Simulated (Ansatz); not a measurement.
LiF built on the NiAs prototype (r2SCAN geometry), in Ansatz:

```cif
data_structure
_symmetry_space_group_name_H-M 'P 1'
_symmetry_Int_Tables_number 1
_cell_length_a 2.7757
_cell_length_b 2.7757
_cell_length_c 4.7827
_cell_angle_alpha 90.000
_cell_angle_beta 90.000
_cell_angle_gamma 120.000
_cell_volume 31.91
loop_
_atom_site_label
_atom_site_type_symbol
_atom_site_fract_x
_atom_site_fract_y
_atom_site_fract_z
_atom_site_occupancy
Li1 Li 0.00000 0.00000 0.00000 1
Li2 Li 0.00000 0.00000 0.50000 1
F1 F 0.33333 0.66667 0.25000 1
F2 F 0.66667 0.33333 0.75000 1
```

G0W0@PBE with 120 empty bands, a screening cutoff of 140 eV and a 6×6×4 mesh (PAW, contour deformation) gives 13.406 eV over the mesh points, from a PBE gap of 9.215 eV; it sums over 130 bands with 135 plane waves in the screening and a wave cutoff of 420 eV. G0W0 values are finite-basis, finite-mesh values. No spin polarisation. The prototype was imposed, so other structures may be more stable.

Problem. Estimate the gap with empty bands 51, screening cutoff 80 eV.

Solution. 13.316 eV (-0.090 eV), from a Kohn-Sham gap of 9.215 eV.

Problem. Estimate the gap with starting point HSE06.

Solution. 14.383 eV (+0.977 eV), from a Kohn-Sham gap of 11.536 eV.

Problem. Another run gave a Kohn-Sham gap of 9.215 eV and a G0W0 gap of 13.587 eV, summing over 230 bands with 245 plane waves in the screening and a wave cutoff of 420 eV. What was changed?

Solution. Empty bands 220, screening cutoff 210 eV. The counts of bands and plane waves show that both rose or fell; the cutoff follows only within a few eV.

Problem. Another run gave a Kohn-Sham gap of 10.186 eV and a G0W0 gap of 13.907 eV, summing over 130 bands with 135 plane waves in the screening and a wave cutoff of 500 eV. What was changed?

Solution. Starting point r2SCAN, with them a wave cutoff of 500 eV. The Kohn-Sham gap has moved while bands and screening basis stay; the higher wave cutoff is that of a meta-GGA.
